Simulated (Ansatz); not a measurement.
## Ag: a fit and a missing row

Ag, R-3m, a = 2.869 Å, c = 21.059 Å. This isn't the element's structure at ambient conditions. Ansatz: PBEsol, PAW, 420 eV, Γ-centred 18×18×18 mesh on 3 atoms, Gaussian smearing 0.10 eV; no spin polarisation. Shape and atoms are relaxed at each volume; pressure is positive in compression.

```tsv
V (Å³/atom)	P (GPa)
15.676	8.70
16.176	3.92
16.677	0.00
17.177	-3.21
17.677	?
```

Take V0 = 16.677 Å³/atom, fit the third-order Birch–Murnaghan form to the other rows, and predict the missing pressure.

With the Eulerian strain f = ½[(V0/V)^(2/3) − 1] and y = P/[3f(1 + 2f)^(5/2)], the form is the line y = B0 + 1.5 B0 (B0′ − 4) f. Rows (f, y): 0.02106, 124.2; 0.01027, 120.9; -0.00975, 115.3. Means f = 0.007193, y = 120.13; Σ(Δf)² = 0.0004888, ΣΔfΔy = 0.1406; the slope is their ratio. y = 118.1 + 287.7 f GPa, so B0 = 118.1 GPa and B0′ = 4 + 2 × (287.7)/(3 × 118.1) = 5.62. At V = 17.677, f = -0.01904, y = 112.62 and P = -5.84 GPa. The run gave -5.83 GPa, so the fit is 0.01 GPa too low, a small miss on the scale of the series. The form still works here, 33 % of the fitted range beyond its end.